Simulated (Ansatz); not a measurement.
Space group Pmmn:1 (No. 59). a = 5.925 Å, b = 5.951 Å, c = 3.228 Å, α = 90.00°, β = 90.00°, γ = 90.00°
| atom | site | symmetry | x | y | z |
| --- | --- | --- | --- | --- | --- |
| In | 2a | mm2 | 0.0000 | 0.0000 | 0.0112 |
| Sb | 2b | mm2 | 0.0000 | 0.5000 | 0.2604 |

Equation of state of this InSb structure (not necessarily the ground state), with shape and atoms relaxed at each volume where symmetry leaves them free. It has no gap at any of these volumes. These are results of DFT PBE, scalar-relativistic, plane waves, PAW (Ansatz), not measurements.

Cutoff 420 eV; k points 8×8×14 on the computed 4-atom cell (Γ-centred); Gaussian smearing, width 0.10 eV; no spin polarisation.

```json
{"V (Å³/atom)": "25.892", "E − E(largest V) (meV/atom)": "23.75", "P (GPa)": "4.88"}
{"V (Å³/atom)": "26.746", "E − E(largest V) (meV/atom)": "2.95", "P (GPa)": "2.96"}
{"V (Å³/atom)": "27.599", "E − E(largest V) (meV/atom)": "-8.41", "P (GPa)": "1.36"}
{"V (Å³/atom)": "28.453", "E − E(largest V) (meV/atom)": "-11.85", "P (GPa)": "-0.01"}
{"V (Å³/atom)": "29.306", "E − E(largest V) (meV/atom)": "-8.78", "P (GPa)": "-1.14"}
{"V (Å³/atom)": "30.160", "E − E(largest V) (meV/atom)": "0.00", "P (GPa)": "-2.14"}
```

Question: Fit a third-order Birch–Murnaghan equation to E(V).

Answer: V0 = 28.45 Å³/atom, B0 = 41 GPa, B0' = 4.8.

Spin-orbit coupling is left out, which matters for the bands of heavy elements.

This form isn't the usual stable structure of the compound.